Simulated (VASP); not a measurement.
# InAs (F-43m) in VASP: further runs

One crystal, InAs, is run at these levels: PBE, HSE06, PBEsol; tasks: density of states, band structure, phonons, elastic constants.

Everything below comes from runs of VASP 6.6.1. Logs are shortened: lines on timing, memory, paths and dates and some standing lists are left out, and cuts for length are marked.

## 1. The crystal as given

It takes space group F-43m (No. 216, cubic). Conventional cell: a = 6.091 Å, b = 6.091 Å, c = 6.091 Å, α = 90.00°, β = 90.00°, γ = 90.00°. Around In (site symmetry -43m) lie 4 As at 2.64 Å. As (site symmetry -43m) is surrounded by 4 In at 2.64 Å.

## 2. Density of states, PBE

POSCAR reads:

```
InAs                                    
1.0
    0.0000000000      3.0454540631      3.0454540631
    3.0454540631      0.0000000000      3.0454540631
    3.0454540631      3.0454540631      0.0000000000
  In              As            
     1     1
Direct
     0.0000000000000000    0.0000000000000000    0.0000000000000000
     0.2500000000000000    0.2500000000000000    0.2500000000000000
```

INCAR.step1 reads:

```
SYSTEM = InAs
PREC = Accurate
ENCUT = 520
EDIFF = 1E-7
ISMEAR = 0
SIGMA = 0.03
LREAL = .False.
LASPH = .True.
NELM = 80
ALGO = Fast
ISIF = 2
LWAVE = .False.
LCHARG = .True.
GGA = PE
KPAR = 4
```

KPOINTS.step1 reads:

```
Automatic mesh
0
Gamma
  10 10 10
  0 0 0
```

INCAR.step2 reads:

```
SYSTEM = InAs
PREC = Accurate
ENCUT = 520
EDIFF = 1E-7
ISMEAR = -5
SIGMA = 0.03
LREAL = .False.
LASPH = .True.
NELM = 80
ALGO = Fast
ISIF = 2
LWAVE = .False.
LCHARG = .False.
GGA = PE
LORBIT = 11
KPAR = 4
NEDOS = 2001
ICHARG = 11
```

KPOINTS.step2 reads:

```
Automatic mesh
0
Gamma
  15 15 15
  0 0 0
```

Potentials or basis: VASP PAW PBE potentials, release 64 (In_d, As).

Command:

```console
$ cat potpaw_PBE.64/In_d/POTCAR potpaw_PBE.64/As/POTCAR > POTCAR
$ cp INCAR.step1 INCAR
$ cp KPOINTS.step1 KPOINTS
$ mpirun -np 4 vasp_std > vasp.out
$ cp INCAR.step2 INCAR
$ cp KPOINTS.step2 KPOINTS
$ mpirun -np 4 vasp_std > vasp.out
```

OUTCAR:

```text
SYSTEM = InAs
   PREC = Accurate
   ENCUT = 520
   EDIFF = 1E-7
   ISMEAR = -5
   LREAL = .False.
   LASPH = .True.
   NELM = 80
   ISIF = 2
   GGA = PE
   LORBIT = 11
   ICHARG = 11

 ion  position               nearest neighbor table
   1  0.000  0.000  0.000-   2 2.64   2 2.64   2 2.64   2 2.64
   2  0.250  0.250  0.250-   1 2.64   1 2.64   1 2.64   1 2.64

  LATTYP: Found a face centered cubic cell.
 ALAT       =     6.0909081262

  Lattice vectors:

 A1 = (   0.0000000000,   3.0454540631,   3.0454540631)
 A2 = (   3.0454540631,   0.0000000000,   3.0454540631)
 A3 = (   3.0454540631,   3.0454540631,   0.0000000000)

Analysis of symmetry for initial positions (statically):
=====================================================================
 Subroutine PRICEL returns:
 Original cell was already a primitive cell.

 Routine SETGRP: Setting up the symmetry group for a
 face centered cubic supercell.

 Subroutine GETGRP returns: Found 24 space group operations
 (whereof 24 operations were pure point group operations)
 out of a pool of 48 trial point group operations.

The static configuration has the point symmetry T_d .

Analysis of symmetry for dynamics (positions and initial velocities):
=====================================================================
 Subroutine PRICEL returns:
 Original cell was already a primitive cell.

 Routine SETGRP: Setting up the symmetry group for a
 face centered cubic supercell.

 Subroutine GETGRP returns: Found 24 space group operations
 (whereof 24 operations were pure point group operations)
 out of a pool of 48 trial point group operations.

The dynamic configuration has the point symmetry T_d .

 Subroutine INISYM returns: Found 24 space group operations
 (whereof 24 operations are pure point group operations),
 and found     1 'primitive' translations

----------------------------------------------------------------------------------------

                                     Primitive cell

  volume of cell :      56.4919

  direct lattice vectors                    reciprocal lattice vectors
     0.000000000  3.045454063  3.045454063    -0.164179130  0.164179130  0.164179130
     3.045454063  0.000000000  3.045454063     0.164179130 -0.164179130  0.164179130
     3.045454063  3.045454063  0.000000000     0.164179130  0.164179130 -0.164179130

  length of vectors
     4.306922440  4.306922440  4.306922440     0.284366596  0.284366596  0.284366596

  position of ions in fractional coordinates (direct lattice)
     0.000000000  0.000000000  0.000000000
     0.250000000  0.250000000  0.250000000

  ion indices of the primitive-cell ions
   primitive index   ion index
                 1           1
                 2           2

[... 90 lines left out ...]
   IALGO  =     68    algorithm
   IMIX   =      4    mixing-type and parameters
     AMIX     =   0.40;   BMIX     =  1.00
     AMIX_MAG =   1.60;   BMIX_MAG =  1.00
  volume/ion in A,a.u.               =      28.25       190.61
  Fermi-wavevector in a.u.,A,eV,Ry     =   1.118159  2.113014 17.011090  1.250280
  Thomas-Fermi vector in A             =   2.254788
   LORBIT       =     11    0 simple, 1 ext, 2 COOP (PROOUT), +10 PAW based schemes
   GGA     = PE    functional components
   LHFCALC =     F    Hartree Fock is set to
   AEXX    =    0.0000 exact exchange contribution
   IVDW    =     0    specifies the selected vdW correction
   LEPSILON=     F    determine dielectric tensor
   LRPA    =     F    only Hartree local field effects (RPA)
 non-spin polarized calculation
 RMM-DIIS sequential band-by-band and
 Fermi weights with tetrahedron method with Bloechl corrections
  energy-cutoff  :      520.00
  volume of cell :       56.49
 maximum number of plane-waves:      1542

 number of electron      17.9999992 magnetization

 Free energy of the ion-electron system (eV)
  ---------------------------------------------------
  ext. energy  EPLUGINS =         0.00000000
  ---------------------------------------------------
  free energy    TOTEN  =        -7.69807646 eV

  energy without entropy =       -7.69807646  energy(sigma->0) =       -7.69807646

 E-fermi :   4.2925     XC(G=0):  -8.9980

 val. band max:        4.2905926330   @ k =   0.0000   0.0000   0.0000
 cond. band min:       4.2905928439   @ k =   0.0000   0.0000   0.0000
 fundamental gap:      0.0000002109
 Fermi energy:         4.2924699508

 k-point     1 :       0.0000    0.0000    0.0000
  band No.  band energies     occupation
      1     -10.0590      2.00000
      2     -10.0590      2.00000
      3     -10.0590      2.00000
      4      -9.9403      2.00000
      5      -9.9403      2.00000
      6      -7.4324      2.00000
      7       3.9842      2.00000
      8       4.2906      2.00000
      9       4.2906      2.00000
     10       4.2906      0.00001
     11       8.1884      0.00000
     12       8.1884      0.00000
     13       8.1884      0.00000
[... 354 lines left out ...]
  band No.  band energies     occupation
      1     -10.1092      2.00000
      2     -10.0413      2.00000
      3     -10.0405      2.00000
      4      -9.9472      2.00000
      5      -9.9352      2.00000
      6      -7.0449      2.00000
      7       1.5785      2.00000
      8       3.4951      2.00000
      9       3.5010      2.00000
     10       6.3811      0.00000
     11       7.3459      0.00000
     12       9.3621      0.00000
     13       9.3729      0.00000

 [... further k-points ...]
[... 5 lines left out ...]
  --------------------------------------------------------------------------------------
  -------------------------------------------------------------------------------------
  Total        0.9209241      0.9209241      0.9209241     -0.0000000     -0.0000000      0.0000000
  in kB       26.1185013     26.1185013     26.1185013     -0.0000000     -0.0000000      0.0000000
  external PRESSURE =      26.1185013 kB  Pullay stress =       0.0000000 kB

 VOLUME and BASIS-vectors are now :
 -----------------------------------------------------------------------------
  energy-cutoff  :      520.00
  volume of cell :       56.49
      direct lattice vectors                 reciprocal lattice vectors
     0.000000000  3.045454063  3.045454063    -0.164179130  0.164179130  0.164179130
     3.045454063  0.000000000  3.045454063     0.164179130 -0.164179130  0.164179130
     3.045454063  3.045454063  0.000000000     0.164179130  0.164179130 -0.164179130

 POSITION                                       TOTAL-FORCE (eV/Angst)
 -----------------------------------------------------------------------------------
      0.00000      0.00000      0.00000        -0.000000      0.000000      0.000000
      1.52273      1.52273      1.52273         0.000000     -0.000000     -0.000000
 -----------------------------------------------------------------------------------
    total drift:                               -0.000000     -0.000000     -0.000000

  FREE ENERGIE OF THE ION-ELECTRON SYSTEM (eV)
  ---------------------------------------------------
  free  energy   TOTEN  =        -7.6980764561 eV

  energy  without entropy=       -7.6980764561  energy(sigma->0) =       -7.69807646

 total charge

# of ion       s       p       d       tot
------------------------------------------
    1        0.849   0.713   9.886  11.448
    2        1.221   1.557   0.021   2.800
--------------------------------------------------
tot          2.070   2.271   9.907  14.248
```

OSZICAR.step1:

```text
N       E                     dE             d eps       ncg     rms          rms(c)
DAV:   1     0.112795202137E+03    0.11280E+03   -0.85765E+03  1222   0.148E+03
DAV:   2     0.213774991743E+00   -0.11258E+03   -0.10952E+03  1287   0.324E+02
DAV:   3    -0.774685176748E+01   -0.79606E+01   -0.79143E+01  1582   0.906E+01
DAV:   4    -0.795859636709E+01   -0.21174E+00   -0.21163E+00  1481   0.164E+01
DAV:   5    -0.796605601557E+01   -0.74596E-02   -0.74593E-02  1732   0.262E+00    0.439E+00
RMM:   6    -0.771699566807E+01    0.24906E+00   -0.34378E-01  1423   0.623E+00    0.237E+00
RMM:   7    -0.769688174820E+01    0.20114E-01   -0.21658E-01  1359   0.276E+00    0.758E-01
RMM:   8    -0.769595078078E+01    0.93097E-03   -0.21181E-02  1560   0.248E+00    0.188E-01
RMM:   9    -0.769683355354E+01   -0.88277E-03   -0.71735E-03  1579   0.968E-01    0.937E-02
RMM:  10    -0.769706958095E+01   -0.23603E-03   -0.23471E-03  1967   0.564E-01    0.782E-02
RMM:  11    -0.769714951473E+01   -0.79934E-04   -0.29744E-04  1494   0.205E-01    0.165E-02
RMM:  12    -0.769716841075E+01   -0.18896E-04   -0.10053E-04  1524   0.132E-01    0.112E-02
RMM:  13    -0.769716863538E+01   -0.22463E-06   -0.48949E-05  1933   0.695E-02    0.816E-03
RMM:  14    -0.769716961433E+01   -0.97895E-06   -0.11021E-05  2004   0.276E-02    0.144E-02
RMM:  15    -0.769717001611E+01   -0.40179E-06   -0.18854E-06  1574   0.170E-02    0.160E-02
RMM:  16    -0.769717030340E+01   -0.28728E-06   -0.95274E-07  1426   0.105E-02    0.181E-02
RMM:  17    -0.769717038772E+01   -0.84322E-07   -0.45849E-07  1289   0.597E-03
   1 F= -.76971704E+01 E0= -.76971472E+01  d E =-.462787E-04
```

Wall time 42 s (4 MPI ranks of Intel Xeon Platinum 8559C (Emerald Rapids), shared host); peak memory 0.22 GiB.

Results:

```
Valence electrons inside the program's atomic spheres : In 11.45; As 2.80
```

States per cell in windows of 1 eV (zero at the Fermi level; states under -8 eV left out):
```tsv
from (eV)	total	As2_p	In1_p	In1_s	In1_d	As2_s	As2_d
-8.0	0.00	0.00	0.00	0.00	0.00	0.00	0.00
-7.0	0.00	0.00	0.00	0.00	0.00	0.00	0.00
-6.0	1.30	0.19	0.03	0.49	0.01	0.04	0.00
-5.0	0.47	0.07	0.02	0.14	0.01	0.04	0.00
-4.0	0.38	0.08	0.04	0.05	0.01	0.02	0.00
-3.0	1.53	0.41	0.23	0.04	0.02	0.02	0.00
-2.0	1.77	0.57	0.26	0.02	0.04	0.01	0.01
-1.0	0.59	0.22	0.07	0.00	0.02	0.00	0.00
0.0	0.01	0.00	0.00	0.00	0.00	0.00	0.00
1.0	0.49	0.06	0.04	0.08	0.01	0.05	0.01
2.0	1.53	0.20	0.14	0.21	0.04	0.08	0.04
3.0	0.87	0.12	0.11	0.08	0.02	0.02	0.03
4.0	1.59	0.19	0.28	0.05	0.05	0.02	0.07
5.0	1.63	0.20	0.30	0.02	0.06	0.02	0.08
6.0	1.12	0.17	0.20	0.01	0.05	0.02	0.05
7.0	0.62	0.09	0.13	0.01	0.02	0.01	0.03
```

Caveat: this crystal is a semiconductor, whose small gap the functional closes, so the metal is an error of the method; tetrahedron occupations give inexact forces and stress in metals.

## 3. Band structure, HSE06, spin-orbit coupling, no magnetisation

POSCAR is that of step 2.

INCAR.step1 reads:

```
  PREC = Accurate
  ENCUT = 520
  EDIFF = 1E-5
  ISMEAR = 0
  SIGMA = 0.03
  LREAL = F
  LASPH = T
  NELM = 80
  ALGO = Normal
  ISIF = 2
  LWAVE = T
  LCHARG = F
  MAGMOM = 0 0 0 0 0 0
  LORBIT = 11
  LSORBIT = T
  GGA_COMPAT = F
  KPAR = 4
  GGA = PE
```

INCAR.step2 reads:

```
  PREC = Accurate
  ENCUT = 520
  EDIFF = 1E-6
  ISMEAR = 0
  SIGMA = 0.03
  LREAL = F
  LASPH = T
  NELM = 80
  ALGO = Normal
  ISIF = 2
  LWAVE = F
  LCHARG = F
  MAGMOM = 0 0 0 0 0 0
  LORBIT = 11
  LSORBIT = T
  GGA_COMPAT = F
  GGA = PE
  LHFCALC = T
  HFSCREEN = 0.2
  PRECFOCK = Fast
  KPAR = 4
  ISTART = 1
```

KPOINTS reads:

```
regular mesh
0
Gamma
  4 4 4
```

KPOINTS_OPT reads:

```
explicit points
6
Reciprocal
 0.0000000000  0.0000000000  0.0000000000 1
 0.3750000000  0.3750000000  0.7500000000 1
 0.5000000000  0.5000000000  0.5000000000 1
 0.6250000000  0.2500000000  0.6250000000 1
 0.5000000000  0.2500000000  0.7500000000 1
 0.5000000000  0.0000000000  0.5000000000 1
```

Potentials or basis: VASP PAW PBE potentials, release 64 (In_d, As).

Command:

```console
$ cat potpaw_PBE.64/In_d/POTCAR potpaw_PBE.64/As/POTCAR > POTCAR
$ cp INCAR.step1 INCAR
$ mpirun -np 4 vasp_ncl > vasp.out
$ cp INCAR.step2 INCAR
$ mpirun -np 4 vasp_ncl > vasp.out
```

It took 17 min on 4 MPI ranks of Intel Xeon Platinum 8259CL at 2.50GHz (Skylake/Cascade Lake), shared host; peak memory 0.41 GiB.

Results (log left out):

```
Free energy                                           : -9.1847 eV
Pressure                                              : 0.4 GPa
Valence electrons inside the program's atomic spheres : In 11.48; As 2.86
```

Caveat: the k mesh is coarse (spacing up to 0.45 Å⁻¹), so the values aren't converged, least of all with exact exchange; the PAW data sets were made with another functional, which shifts forces and pressure a little.

## 4. Phonons, PBE

This run uses another cell than the first one, of 29.62 Å³/atom, 1.049 times its volume.

POSCAR reads:

```
InAs
1.0
    0.0000000000      3.0941320029      3.0941320029
    3.0941320029      0.0000000000      3.0941320029
    3.0941320029      3.0941320029      0.0000000000
  In              As
     1     1
Direct
     0.0000000000000000    0.0000000000000000    0.0000000000000000
     0.2500000000000000    0.2500000000000000    0.2500000000000000
```

INCAR.step1 reads:

```
PREC = Accurate ; ENCUT = 600
EDIFF = 1E-8 ; ISMEAR = 0
SIGMA = 0.03 ; LREAL = False
LASPH = True ; NELM = 80
ALGO = Fast ; ISIF = 3
LWAVE = False ; LCHARG = False
GGA = PE ; IBRION = 2
NSW = 40 ; EDIFFG = -0.002
```

INCAR.step2 reads:

```
PREC = Accurate ; ENCUT = 600
EDIFF = 1E-8 ; ISMEAR = 0
SIGMA = 0.03 ; LREAL = False
LASPH = True ; NELM = 80
ALGO = Fast ; ISIF = 2
LWAVE = False ; LCHARG = False
GGA = PE ; IBRION = 6
NFREE = 2 ; POTIM = 0.015
NSW = 1
```

KPOINTS reads:

```
regular mesh
0
Gamma
  10 10 10
```

Potentials or basis: VASP PAW PBE potentials, release 64 (In_d, As).

Command:

```console
$ cat potpaw_PBE.64/In_d/POTCAR potpaw_PBE.64/As/POTCAR > POTCAR
$ cp INCAR.step1 INCAR
$ mpirun -np 1 vasp_std > vasp.out
$ cp CONTCAR POSCAR
$ cp INCAR.step2 INCAR
$ mpirun -np 1 vasp_std > vasp.out
```

OUTCAR:

```text
PREC = Accurate
   ENCUT = 600
   EDIFF = 1E-8
   ISMEAR = 0
   LREAL = False
   LASPH = True
   NELM = 80
   ISIF = 2
   GGA = PE
   IBRION = 6
   NFREE = 2
   POTIM = 0.015
   NSW = 1

 ion  position               nearest neighbor table
   1  0.000  0.000  0.000-   2 2.68   2 2.68   2 2.68   2 2.68
   2  0.250  0.250  0.250-   1 2.68   1 2.68   1 2.68   1 2.68

  LATTYP: Found a face centered cubic cell.
 ALAT       =     6.1894949415

  Lattice vectors:

 A1 = (   0.0000000000,   3.0947474707,   3.0947474707)
 A2 = (   3.0947474707,   0.0000000000,   3.0947474707)
 A3 = (   3.0947474707,   3.0947474707,   0.0000000000)

Analysis of symmetry for initial positions (statically):
=====================================================================
 Subroutine PRICEL returns:
 Original cell was already a primitive cell.

 Routine SETGRP: Setting up the symmetry group for a
[... 725 lines left out ...]
  Total       -0.0003104      0.0004608      0.0004608      0.0000000      0.0969594      0.0000000
  in kB       -0.0083886      0.0124537      0.0124537      0.0000000      2.6205645      0.0000000
  external PRESSURE =       0.0055062 kB  Pullay stress =       0.0000000 kB
[... 17 lines left out ...]
  FREE ENERGIE OF THE ION-ELECTRON SYSTEM (eV)
  ---------------------------------------------------
  free  energy   TOTEN  =        -7.7182966645 eV

  energy  without entropy=       -7.7182673188  energy(sigma->0) =       -7.71828199

 INTERNAL STRAIN TENSORS FROM DISPLACED ATOMS
 ============================================

 INTERNAL STRAIN TENSOR FOR ION    1 for displacements in x,y,z  (eV/Angst):
          X           Y           Z          XY          YZ          ZX
  --------------------------------------------------------------------------------
  x    -0.00000     0.00000     0.00000     0.00000     6.46628     0.00000
  y     0.00000     0.00000     0.00000     0.00000     0.00000     6.46628
  z     0.00000     0.00000    -0.00000     6.46628     0.00000     0.00000

 INTERNAL STRAIN TENSOR FOR ION    2 for displacements in x,y,z  (eV/Angst):
          X           Y           Z          XY          YZ          ZX
  --------------------------------------------------------------------------------
  x     0.00000    -0.00000    -0.00000     0.00000    -6.46597     0.00000
  y    -0.00000     0.00000    -0.00000     0.00000     0.00000    -6.46597
  z    -0.00000    -0.00000     0.00000    -6.46597     0.00000     0.00000

 Eigenvectors and eigenvalues of the dynamical matrix
 ----------------------------------------------------

   1 f  =    5.910901 THz    37.139286 2PiTHz  197.166435 cm-1    24.445511 meV
             X         Y         Z           dx          dy          dz
      0.000000  0.000000  0.000000     0.228665    0.585014    0.000000
      1.547374  1.547374  1.547374    -0.283274   -0.724725    0.000000
[... 21 lines left out ...]
   6 f/i=    0.002015 THz     0.012658 2PiTHz    0.067200 cm-1     0.008332 meV
             X         Y         Z           dx          dy          dz
      0.000000  0.000000  0.000000    -0.550214    0.550214    0.000000
      1.547374  1.547374  1.547374    -0.444145    0.444145    0.000000

 ELASTIC MODULI CONTR FROM IONIC RELAXATION (kBar)
 Direction    XX          YY          ZZ          XY          YZ          ZX
 --------------------------------------------------------------------------------
 XX          -0.0000     -0.0000     -0.0000     -0.0000      0.0000     -0.0000
 YY          -0.0000     -0.0000     -0.0000     -0.0000     -0.0000     -0.0000
 ZZ          -0.0000     -0.0000     -0.0000      0.0000     -0.0000     -0.0000
 XY          -0.0000     -0.0000      0.0000   -174.3764     -0.0000      0.0000
 YZ           0.0000     -0.0000     -0.0000     -0.0000   -174.3764     -0.0000
 ZX          -0.0000     -0.0000     -0.0000      0.0000     -0.0000   -174.3764
 --------------------------------------------------------------------------------
```

OUTCAR.step1:

```text
PREC = Accurate
   ENCUT = 600
   EDIFF = 1E-8
   ISMEAR = 0
   LREAL = False
   LASPH = True
   NELM = 80
   ISIF = 3
[... 656 lines left out ...]
      6.18949      3.09475      3.09475         0.000000      0.000000      0.000000
      1.54737      1.54737      1.54737        -0.000000     -0.000000     -0.000000
 -----------------------------------------------------------------------------------
    total drift:                               -0.000000     -0.000000     -0.000000

  FREE ENERGIE OF THE ION-ELECTRON SYSTEM (eV)
  ---------------------------------------------------
  free  energy   TOTEN  =        -7.7190214939 eV

  energy  without entropy=       -7.7189752152  energy(sigma->0) =       -7.71899835

 reached required accuracy - stopping structural energy minimisation
```

OSZICAR.step1:

```text
N       E                     dE             d eps       ncg     rms          rms(c)
DAV:   1     0.116805241916E+03    0.11681E+03   -0.91946E+03  1227   0.162E+03
DAV:   2     0.659552438632E+00   -0.11615E+03   -0.11312E+03  1267   0.336E+02
DAV:   3    -0.773950976610E+01   -0.83991E+01   -0.83267E+01  1617   0.928E+01
[... 21 lines left out ...]
RMM:   4    -0.771902234977E+01    0.52685E-06   -0.35878E-06  1454   0.227E-02    0.510E-03
RMM:   5    -0.771902235003E+01   -0.25511E-09   -0.60297E-07  1423   0.887E-03    0.733E-03
RMM:   6    -0.771902156598E+01    0.78405E-06   -0.17921E-07  1226   0.485E-03    0.606E-03
RMM:   7    -0.771902150005E+01    0.65935E-07   -0.63429E-08  1219   0.317E-03    0.805E-03
RMM:   8    -0.771902149391E+01    0.61330E-08   -0.30989E-08   940   0.178E-03
   2 F= -.77190215E+01 E0= -.77189984E+01  d E =-.131572E-05
```

It took 22 min on 1 thread of Intel Xeon Platinum 8375C at 2.90GHz (Ice Lake), shared host; peak memory 0.43 GiB.

Results:

* Relaxed volume: 29.64 Å³/atom
* Relaxed cell: a = 4.377 Å, b = 4.377 Å, c = 4.377 Å, α = 60.00°, β = 60.00°, γ = 60.00°
* Space group after relaxing (to 0.05 Å): F-43m (No. 216)
* Highest phonon frequency at Γ, LO-TO splitting left out: 197 cm⁻¹

Final structure:
```
CELL_PARAMETERS angstrom
0.00000 3.09475 3.09475
3.09475 0.00000 3.09475
3.09475 3.09475 0.00000
ATOMIC_POSITIONS crystal
In 0.00000 0.00000 0.00000
As 0.25000 0.25000 0.25000
```

Phonon frequencies in cm⁻¹ (negative: imaginary):
```csv
q point,frequencies
"(0.000, 0.000, 0.000)",0 0 0 197 197 197
```

(Part 1 of 2 ends here.)
